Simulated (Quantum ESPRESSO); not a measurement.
Crystal: W.

```xyz
1
Lattice="-1.5823 1.5823 1.5823 1.5823 -1.5823 1.5823 1.5823 1.5823 -1.5823" Properties=species:S:1:pos:R:3 pbc="T T T"
W     0.0000    0.0000    0.0000
```

Base run:

| Quantity | Value |
| --- | --- |
| Program | Quantum ESPRESSO 7.5 |
| Functional | PBE |
| Potentials or basis | SG15 PBE 1.2 |
| Cutoff | 1020 eV |
| Density cutoff | 4082 eV |
| k mesh | 12 × 12 × 12 |
| Occupations | fermi-dirac, width 0.05 eV |
| Spin | no spin polarisation |

Its results: band gap on the k mesh none (metal or under the smearing width); pressure 6.2 GPa.

Q: The run is repeated on the same cell with these changes: k mesh from 12 × 12 × 12 to 5 × 5 × 5. What comes out?

A: Band gap on the k mesh none (metal or under the smearing width); pressure 5.8 GPa.

Caveats: some runs use coarse meshes.

Not every run made on this cell is shown here.
